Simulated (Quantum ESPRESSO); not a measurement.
Runs of Quantum ESPRESSO 7.5 on BAs. It takes space group F-43m (No. 216, cubic). Conventional cell: a = 4.777 Å, b = 4.777 Å, c = 4.777 Å, α = 90.00°, β = 90.00°, γ = 90.00°. As (site symmetry -43m) has 4 B at 2.07 Å as nearest neighbours. B (site symmetry -43m) has 4 As at 2.07 Å as nearest neighbours. 

| level | potentials or basis | spin | cell | k mesh | cutoff (eV) | form of the LDA | mesh quality | gap on the mesh (eV) |
| --- | --- | --- | --- | --- | --- | --- | --- | --- |
| LDA | PseudoDojo 0.4.1 SR LDA standard | off | as given | 4 × 4 × 4 | 1088 | PW92 | coarse | 1.35 |
| LDA | PseudoDojo 0.4.1 SR LDA standard | off | as given | 6 × 6 × 6 | 1088 | PW92 | not flagged | (a) |
| PBEsol | PseudoDojo 0.4 FR PBEsol standard | non-collinear, zero start, SOC | as given | 2 × 2 × 2 | 1143 | - | coarse | 1.26 |
| PBEsol | PseudoDojo 0.4 SR PBEsol stringent | off | volume scaled by 1.04 | 4 × 4 × 4 | 1415 | - | coarse | 1.36 |

Alike in all rows: task single point; smearing fixed.

Task: Estimate the missing entries.

Result: (a) 1.24.

Caveats: some runs use coarse meshes.

A k mesh can miss the band edges, and rows without SOC leave out spin-orbit coupling on As.

The runs don't all hold the same shells in valence.

Runs at the PBE level aren't shown here.
